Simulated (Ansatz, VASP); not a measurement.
## Two plane-wave programs on Pd

Contents of INCAR:

```
  PREC = Accurate
  ENCUT = 520
  EDIFF = 1E-6
  ISMEAR = -1
  SIGMA = 0.05
  LREAL = False
  LASPH = True
  NELM = 150
  ALGO = Fast
  ISIF = 2
  LWAVE = False
  LCHARG = False
  MAGMOM = 0 0 0
  LORBIT = 11
  LSORBIT = True
  GGA_COMPAT = False
  LORBMOM = True
  LMAXMIX = 4
  GGA = PS
  NBANDS = 21
```

KPOINTS

```
regular mesh
0
Gamma
  12 12 12
```

File POSCAR:

```
Pd
1.0
    0.0000000000      1.9067643606      1.9067643606
    1.9067643606      0.0000000000      1.9067643606
    1.9067643606      1.9067643606      0.0000000000
Pd
1
Direct
    0.0000000000      0.0000000000      0.0000000000
```

input.yaml

```yaml
crystal:
  lattice:
    - [0.0, 1.9067643606, 1.9067643606]
    - [1.9067643606, 0.0, 1.9067643606]
    - [1.9067643606, 1.9067643606, 0.0]
  atoms:
    - { symbol: Pd, position: [0.0, 0.0, 0.0] }
hamiltonian:
  xc: pbesol
  pseudopotentials: { kind: paw_fr }
magnetization:
  noncollinear: true
  spin_orbit: true
kpoints:
  mp_grid: { grid: [12, 12, 12] }
scf:
  occupations: { method: fermi_dirac, width: 0.05 }
output:
  forces: true
  stress: true
  eigenvalues: true
```

Alike in both runs: task single point; functional PBEsol; k mesh 12 × 12 × 12; occupations fermi-dirac, width 0.05 eV; non-collinear spin, spin-orbit coupling.

|  | VASP | Ansatz |
| --- | --- | --- |
| version | VASP 6.6.1 | Ansatz 0.2.0 |
| potentials or method | VASP PAW PBE potentials, release 64 (Pd) | Ansatz PAW |
| plane-wave cutoff (eV) | 520 | 420 |
| valence electrons in the cell | 10 | 18 |

VASP gave:

```
gap on the k mesh at the Fermi level (eV) : none
pressure (GPa)                            : 10.7
net moment per atom (μB)                  : 0.00
```

**Question.** Estimate Ansatz's values.

**Answer.** gap on the k mesh at the Fermi level (eV): none; pressure (GPa): 11.1; net moment per atom (μB): 0.00.

A gap of «none» marks a metal or a gap that the smearing closes. With one functional, cell and mesh, what is left measures potentials, basis and numerics. The two sets of potentials don't hold the same shells in valence.

Caveats: the PAW data sets were made with another functional, which shifts forces and pressure a little (VASP); the PAW data sets come from PBE, with cores solved anew for the run's functional, which leaves a small shift of forces and pressure (Ansatz).
